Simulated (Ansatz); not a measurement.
# Tellurium, simple cubic: HSE06 after PBE

Aim: see what exact exchange does to the levels, and what it costs. Spin polarisation is left out. The geometry was relaxed under PBE beforehand and is kept. Exact exchange is dear, so the k-mesh is coarse, and PBE is run on the same mesh for comparison.

Method: DFT, plane waves (420 eV) with PBE-made PAW files, scalar-relativistic; functionals as named at each step, in Ansatz 0.2.0.

### Step 1. The system as given

Symmetry: Pm-3m, No. 221, cubic system. The conventional cell has a = 3.202 Å, b = 3.202 Å, c = 3.202 Å, α = 90.00°, β = 90.00°, γ = 90.00°. Around Te (site symmetry m-3m) lie 6 Te at 3.20 Å.

As a file:

```xyz
1
Lattice="3.2020 0.0000 0.0000 0.0000 3.2020 0.0000 0.0000 0.0000 3.2020" Properties=species:S:1:pos:R:3 pbc="T T T"
Te    0.0000    0.0000    0.0000
```

### Step 2. PBE, coarse mesh

The run with PBE.

input.yaml reads:

```yaml
crystal:
  lattice:
    - [3.2020302047, 0.0, 0.0]
    - [0.0, 3.2020302047, 0.0]
    - [0.0, 0.0, 3.2020302047]
  atoms:
    - { symbol: Te, position: [0.0, 0.0, 0.0] }
hamiltonian:
  xc: pbe
  pseudopotentials:
    kind: paw
    azcp:
      Te: "pseudopotentials/Te.paw.azcp"
basis:
  ecutwfc: 420
  fft_grid_basis: typed
kpoints:
  mp_grid: { grid: [5, 5, 5], shift: [0, 0, 0] }
magnetization:
  spin_polarized: false
scf:
  occupations: { method: fermi_dirac, width: 0.1 }
```

The run is started by

```bash
> ansatz run input.yaml --threads 4 --pin off --max-ram 8192MiB --backend cpu --events-out ev --progress --plain --runs-dir out
```

The log of the run:

```text
Warning: RAYON_NUM_THREADS=4 ignored (pool sized by the plan → 4); use --threads N
Engine: ansatz 0.2.0, x86_64-unknown-linux-gnu
Pseudopotentials: kind: paw
Pseudopotential: Te, paw, valence charge 16, recommended cutoff 420 eV (normal), <dir>
Functional definition: PBE
  parameter kappa = 0.804
  parameter beta = 0.06672455060314922
  exchange = pbe_x(kappa = kappa, mu = beta*pi^2/3)
  correlation = pbe_c(beta = beta)
Crystal: 1 atoms, lattice volume = 32.830 Å³
Basis set: ecut = 420 eV, 619 PW (Γ)
Bands: 12, of which v1, the nominal top of the filled ones, is band 8 counted from 1 (7 counted from 0)
Symmetry: 48 space group operations
Space group: Pm-3m (ITA 221), of the structure as read, at distance tolerance 3.2e-5 Å
k-points: 10 of 125
Non-local potential: Te, projectors of the file, l = 0: 2, l = 1: 2, l = 2: 2, l = 3: 2
PAW form: soft (Blöchl's): semilocal exchange-correlation on the pseudo side does not see the compensation charge
PAW one-centre angular grid: Te, 590 points (default); XC on 64 Gauss nodes
Initial density: superposition of atomic densities (neutral atoms: chi_scale 0, normalization atom), corrected by the library's trained network
Initial wavefunctions: pseudopotential atomic-orbital guess
Functional: x = pbe(κ = 0.804, μ = 0.2195149727645171), c = pbe(β = 0.06672455060314922)
SCF iter   1: F=—  HF=-6979.760108 eV  |F-HF|=—  |Δ(HF+E_count)|=         —  Δρ=8.44e-4  dr2=8.34e-5  ethr=1.77e-3  ⟨swp⟩=5.3  Hψ=732  notcnv=0
preconditioner: auto → LDOS  [insulator: Δε(μ)=0.283 eV  Ē_g=12.051 eV  σ=0.100 eV  W_gap=0.60  n_scr=6 (ndim 8)  ℏωp=15.9 eV  f_vac=0.022  D(μ)=1.28/eV (n_scr^D=6)  ε∞_Penn≈2.7  β→1.0]
SCF iter   2: F=—  HF=-6979.759769 eV  |F-HF|=—  |Δ(HF+E_count)|=   3.38e-4  Δρ=2.71e-4  dr2=3.20e-5  ethr=5.21e-7  ⟨swp⟩=2.6  Hψ=293  notcnv=0
SCF iter   3: F=—  HF=-6979.759756 eV  |F-HF|=—  |Δ(HF+E_count)|=   1.28e-5  Δρ=1.41e-4  dr2=3.16e-6  ethr=2.00e-7  ⟨swp⟩=2.0  Hψ=199  notcnv=0
SCF iter   4: F=—  HF=-6979.759755 eV  |F-HF|=—  |Δ(HF+E_count)|=   1.17e-6  Δρ=3.38e-5  dr2=1.82e-7  ethr=1.98e-8  ⟨swp⟩=2.0  Hψ=198  notcnv=0
iter 5 did not close the SCF: its close was put off for the readings that it lacked (scf_convergence_deferred on its scf_iter line)
SCF iter   5: F=-6979.759755 eV  HF=-6979.759755 eV  |F-HF|=2.62e-9  |Δ(HF+E_count)|=   1.80e-7  Δρ=1.23e-5  dr2=2.82e-8  ethr=1.14e-9  ⟨swp⟩=3.0  Hψ=200  notcnv=0
SCF iter   6: F=-6979.759755 eV  HF=-6979.759755 eV  |F-HF|=1.54e-10  |Δ(HF+E_count)|=   6.68e-9  Δρ=2.40e-6  dr2=1.51e-9  ethr=1.76e-10  ⟨swp⟩=1.0  Hψ=360  notcnv=0
SCF 1 converged in 6 iterations: F = -6979.759755 eV  dr2 = 1.51e-9
SCF converged after 6 iterations
Free energy (F): -6979.759755 eV
Harris-Foulkes:  -6979.759755 eV  (|F-HF|=1.54e-10)
Internal energy: -6979.718238 eV  (E = F + TS)
E sigma→0 (E₀):  -6979.738997 eV
Entropy (-TS):   -0.041518 eV (-41.518 meV/atom)
Fermi energy:    8.941124 eV
--- Per-component energies (eV) ---
  E_band       = -258.714800
  E_kinetic    = 179.740959
  E_local      = -1214.789136  (includes V_loc(G=0)·N_el)
  E_nonlocal   = -310.509402
  E_hartree    = 784.926188
  E_xc         = -123.842501
  E_vxc        = -103.516362  (∫ρ·V_xc dr)
  E_paw        = -4662.037222  (= ΣΔE_a)
  E_vpaw       = -379.493876  (= ΣTr[D̂ρ^β])
  E_aug_tail   = -0.000180  (compensation charges beyond the density's cutoff)
  E_ewald      = -1633.206943
  E_smearing   = -0.041518  (= −TS)
  E_closure    = 0.000000  (closes the sum)
  Σ components = -6979.759755   (vs F -6979.759755, Δ=0.00e0)
```

It took 0.29 s on 4 threads of Intel Xeon Platinum 8259CL at 2.50GHz (Skylake/Cascade Lake), shared host; peak memory 0.32 GiB.

### Step 3. HSE06, coarse mesh

The run with HSE06.

input.yaml, as its differences from that of step 2:

```diff
@@ -8,3 +8,3 @@
 hamiltonian:
-  xc: pbe
+  xc: hse06
   pseudopotentials:
```

The run is started by

```bash
> ansatz run input.yaml --threads 4 --pin off --max-ram 8192MiB --backend cpu --events-out ev --progress --plain --runs-dir out
```

The log of the run:

```text
Warning: RAYON_NUM_THREADS=4 ignored (pool sized by the plan → 4); use --threads N
Engine: ansatz 0.2.0, x86_64-unknown-linux-gnu
Pseudopotentials: kind: paw
Pseudopotential: Te, paw, valence charge 16, recommended cutoff 420 eV (normal), <dir>
Functional definition: HSE06
  parameter a = 0.25
  parameter omega = 0.11/bohr
  exchange = pbe_x - a*pbe_x_sr(omega) + a*exact_x_sr(omega)
  correlation = pbe_c
Crystal: 1 atoms, lattice volume = 32.830 Å³
Basis set: ecut = 420 eV, 619 PW (Γ)
Bands: 12, of which v1, the nominal top of the filled ones, is band 8 counted from 1 (7 counted from 0)
Symmetry: 48 space group operations
Space group: Pm-3m (ITA 221), of the structure as read, at distance tolerance 3.2e-5 Å
k-points: 10 of 125
Non-local potential: Te, projectors of the file, l = 0: 2, l = 1: 2, l = 2: 2, l = 3: 2
PAW form: soft (Blöchl's): semilocal exchange-correlation on the pseudo side does not see the compensation charge
PAW frozen core: Te, regenerated for the run's functional, and the local potential with it (the file was generated under x = pbe(κ = 0.804, μ = 0.2195149727645171), c = pbe(β = 0.06672455060314922))
PAW one-centre angular grid: Te, 590 points (default); XC on 64 Gauss nodes
Initial density: superposition of atomic densities (neutral atoms: chi_scale 0, normalization atom), corrected by the library's trained network
Initial wavefunctions: pseudopotential atomic-orbital guess
Functional: x = pbe(κ = 0.804, μ = 0.2195149727645171), c = pbe(β = 0.06672455060314922), warm-up for x = pbe(κ = 0.804, μ = 0.2195149727645171) + 0.25 (exact − pbe) at short range (hse, ω = 0.20786987370883472 Å⁻¹), c = pbe(β = 0.06672455060314922); HSE06 as pw.x's `hse` composes it (authors' and Libxc's form: `xc: wpbeh`)
SCF iter   1: F=—  HF=-6979.760008 eV  |F-HF|=—  |Δ(HF+E_count)|=         —  Δρ=9.37e-4  dr2=1.28e-4  ethr=1.77e-3  ⟨swp⟩=10.4  Hψ=579  notcnv=0
preconditioner: auto → none  [insulator: Δε(μ)=0.283 eV  Ē_g=12.052 eV  σ=0.100 eV  W_gap=0.61  n_scr=6 (ndim 8)  ℏωp=15.9 eV  f_vac=0.022  D(μ)=1.28/eV (n_scr^D=6)]
SCF iter   2: F=—  HF=-6979.760299 eV  |F-HF|=—  |Δ(HF+E_count)|=   2.91e-4  Δρ=4.81e-4  dr2=2.62e-5  ethr=7.98e-7  ⟨swp⟩=4.1  Hψ=320  notcnv=0  defer=2
iter 3 solved again at ethr=4.42e-9 eV; its pass at ethr=1.64e-7 eV (dr2=7.07e-7 eV) is discarded
SCF iter   3: F=—  HF=-6979.760369 eV  |F-HF|=—  |Δ(HF+E_count)|=   7.00e-5  Δρ=7.27e-5  dr2=6.89e-7  ethr=4.42e-9  ⟨swp⟩=2.5  Hψ=440  notcnv=0  defer=1
SCF iter   4: F=—  HF=-6979.760372 eV  |F-HF|=—  |Δ(HF+E_count)|=   2.81e-6  Δρ=6.11e-6  dr2=8.92e-9  ethr=4.31e-9  ⟨swp⟩=3.1  Hψ=233  notcnv=0  defer=1
SCF iter   5: F=-6979.760372 eV  HF=-6979.760372 eV  |F-HF|=3.33e-10  |Δ(HF+E_count)|=   4.01e-8  Δρ=6.82e-7  dr2=8.62e-11  ethr=5.57e-11  ⟨swp⟩=3.5  Hψ=287  notcnv=0  defer=1
SCF 1 converged in 5 iterations: F = -6979.760372 eV  dr2 = 8.62e-11
Initial density: handed on by an earlier stage of this run
Initial wavefunctions: those handed on with the density
Functional: x = pbe(κ = 0.804, μ = 0.2195149727645171) + 0.25 (exact − pbe) at short range (hse, ω = 0.20786987370883472 Å⁻¹), c = pbe(β = 0.06672455060314922); HSE06 as pw.x's `hse` composes it (authors' and Libxc's form: `xc: wpbeh`)
Exchange kernel: α = 0.2500, screened, ω = 0.2079 Å⁻¹, Wigner–Seitz truncation, v(0) = 1034.8716 eV·Å³, q-mesh 5×5×5, nearest image of the exchange supercell L = 16.01 Å, pair-density grid 15×15×15, without the augmentation charges, whose exchange is taken in its separable form by FFT convolution over the k-point mesh (sized by the pseudopotential files, 24×24×24 at the most), smooth part of the exact exchange by density-matrix convolution
Frozen-core exchange: fock
iter 1 solved again at ethr=1.34e-5 eV; its pass at ethr=1.00e-1 eV (dr2=2.14e-3 eV) is discarded
SCF iter   1: F=—  HF=-6984.012255 eV  |F-HF|=—  |Δ(HF+E_count)|=         —  Δρ=3.65e-3  dr2=3.00e-3  ethr=1.34e-5  ⟨swp⟩=5.3  Hψ=706  notcnv=0
preconditioner: auto → none  [insulator: Δε(μ)=0.432 eV  Ē_g=13.265 eV  σ=0.100 eV  W_gap=0.78  n_scr=6 (ndim 8)  ℏωp=15.9 eV  f_vac=0.022  D(μ)=0.77/eV (n_scr^D=6)]
SCF iter   2: F=—  HF=-6984.011284 eV  |F-HF|=—  |Δ(HF+E_count)|=   9.71e-4  Δρ=1.60e-3  dr2=6.81e-4  ethr=1.34e-5  ⟨swp⟩=2.0  Hψ=199  notcnv=0
SCF iter   3: F=—  HF=-6984.013118 eV  |F-HF|=—  |Δ(HF+E_count)|=   1.83e-3  Δρ=5.44e-4  dr2=6.97e-5  ethr=2.76e-6  ⟨swp⟩=3.2  Hψ=231  notcnv=0
SCF iter   4: F=—  HF=-6984.013106 eV  |F-HF|=—  |Δ(HF+E_count)|=   1.28e-5  Δρ=4.11e-5  dr2=3.54e-6  ethr=3.60e-7  ⟨swp⟩=3.0  Hψ=244  notcnv=0
SCF iter   5: F=-6984.013130 eV  HF=-6984.013130 eV  |F-HF|=2.29e-7  |Δ(HF+E_count)|=   2.43e-5  Δρ=5.67e-5  dr2=5.79e-7  ethr=3.11e-9  ⟨swp⟩=4.3  Hψ=437  notcnv=0  defer=1
SCF 2 stopped early in 5 iterations: F = -6984.013130 eV  dr2 = 5.79e-7
hybrid outer 1: dexx = +2.265e-3 eV, tail = 4.43e-5 eV
Exchange kernel: α = 0.2500, screened, ω = 0.2079 Å⁻¹, Wigner–Seitz truncation, v(0) = 1034.8716 eV·Å³, q-mesh 5×5×5, nearest image of the exchange supercell L = 16.01 Å, pair-density grid 15×15×15, without the augmentation charges, whose exchange is taken in its separable form by FFT convolution over the k-point mesh (sized by the pseudopotential files, 24×24×24 at the most), smooth part of the exact exchange by density-matrix convolution
Frozen-core exchange: fock
SCF iter   1: F=—  HF=-6984.013134 eV  |F-HF|=—  |Δ(HF+E_count)|=         —  Δρ=2.32e-5  dr2=1.51e-7  ethr=1.39e-6  ⟨swp⟩=3.5  Hψ=257  notcnv=0
preconditioner: auto → none  [insulator: Δε(μ)=0.460 eV  Ē_g=13.282 eV  σ=0.100 eV  W_gap=0.80  n_scr=6 (ndim 8)  ℏωp=15.9 eV  f_vac=0.022  D(μ)=0.71/eV (n_scr^D=6)]
SCF iter   2: F=-6984.013134 eV  HF=-6984.013134 eV  |F-HF|=9.90e-10  |Δ(HF+E_count)|=   1.36e-7  Δρ=1.42e-5  dr2=3.49e-8  ethr=8.43e-10  ⟨swp⟩=4.0  Hψ=345  notcnv=0
SCF 3 converged in 2 iterations: F = -6984.013134 eV  dr2 = 3.49e-8
hybrid outer 2: dexx = +1.223e-7 eV, tail = 1.49e-7 eV, Δε = 2.10e-3 eV (about 3.58e-4 eV left of the loop's levels)
hybrid SCF converged: 2 outer / 7 inner (+5 warm-up), last move |dexx| = 1.22e-7 eV, tail = 1.49e-7 eV
Stability not checked: this state was not tested for a lower state beside it, because the functional holds exact exchange (a hybrid, or Hartree-Fock), whose exchange loop this test does not read (fock_operator; see scf.lower_state_search)
Free energy (F): -6984.013134 eV
Frozen-core exchange: fock
Harris-Foulkes:  -6984.013134 eV  (|F-HF|=9.90e-10)
Internal energy: -6983.986939 eV  (E = F + TS)
E sigma→0 (E₀):  -6984.000036 eV
Entropy (-TS):   -0.026195 eV (-26.195 meV/atom)
Fermi energy:    8.741330 eV
--- Per-component energies (eV) ---
  E_band       = -292.983151
  E_kinetic    = 178.974444
  E_local      = -1211.249800  (includes V_loc(G=0)·N_el)
  E_nonlocal   = -312.004776
  E_hartree    = 783.845946
  E_xc         = -99.773488
  E_vxc        = -83.303156  (∫ρ·V_xc dr)
  E_exx        = -44.810225  (= α·E_x^exact, valence–valence)
  E_paw        = -4645.581203  (= ΣΔE_a)
  E_vpaw       = -343.473707  (= ΣTr[D̂ρ^β])
  E_aug_tail   = -0.000185  (compensation charges beyond the density's cutoff)
  E_ewald      = -1633.206943
  E_core_change = -0.180709  (= ΣΔE_core)
  E_smearing   = -0.026195  (= −TS)
  E_closure    = -0.000000  (closes the sum)
  Σ components = -6984.013134   (vs F -6984.013134, Δ=0.00e0)
--- Band table (eV; the first three rows and the last of 10) ---
  k-point 0: bands = ["-31.0384", "-31.0384", "-30.9690", "-30.9690", "-30.9690", "-5.9833", "10.5061", "10.5061", "10.5061", "15.7246"]
  k-point 1: bands = ["-31.0377", "-31.0162", "-30.9752", "-30.9752", "-30.9684", "-5.4778", "6.7435", "10.9524", "10.9524", "16.1980"]
  k-point 2: bands = ["-31.0366", "-30.9850", "-30.9850", "-30.9805", "-30.9672", "-4.3326", "2.9887", "11.8450", "11.8450", "17.3793"]
  k-point 9: bands = ["-31.0007", "-31.0007", "-31.0007", "-30.9484", "-30.9484", "-0.8555", "5.8765", "5.8765", "6.2066", "14.1753"]
  guard bands above this table: 2 of the run's 12 bands. The solve was not asked for them (output.publish_guard_bands: true or output.eigenvalues: true publishes all)
```

Wall time 4 s (4 threads of Intel Xeon Platinum 8259CL at 2.50GHz (Skylake/Cascade Lake), shared host); peak memory 0.74 GiB.

### Step 4. Side by side

```
functional               gap on the mesh  Fermi energy (eV)  SCF cycles  exchange loops  CPU time
       PBE  none (levels filled in part)              8.941           6               -    0.54 s
     HSE06  none (levels filled in part)              8.741          12               2      11 s
```

### Step 5. Results

```
                             quantity                         value
                             PBE: gap  none (levels filled in part)
                           HSE06: gap  none (levels filled in part)
    HSE06: SCF cycles, exchange loops                         12, 2
     HSE06: CPU time over that of PBE                            20
HSE06: relative to trigonal tellurium                 +136 meV/atom
```

Both PBE and HSE06 leave levels filled in part. The hybrid took 20 times as much CPU time as PBE on the same settings. HSE06 needed 2 outer loops of the exchange operator. To compare with dense-mesh energies, the change of PBE from this mesh and smearing to its dense run (-174.3 meV/atom, from a run not shown) is added. Under HSE06 it lies 136 meV/atom above trigonal tellurium (computed apart in the same way); on such meshes a few tens of meV are uncertain for metals. The total energies in the logs cannot be compared from one functional to another.
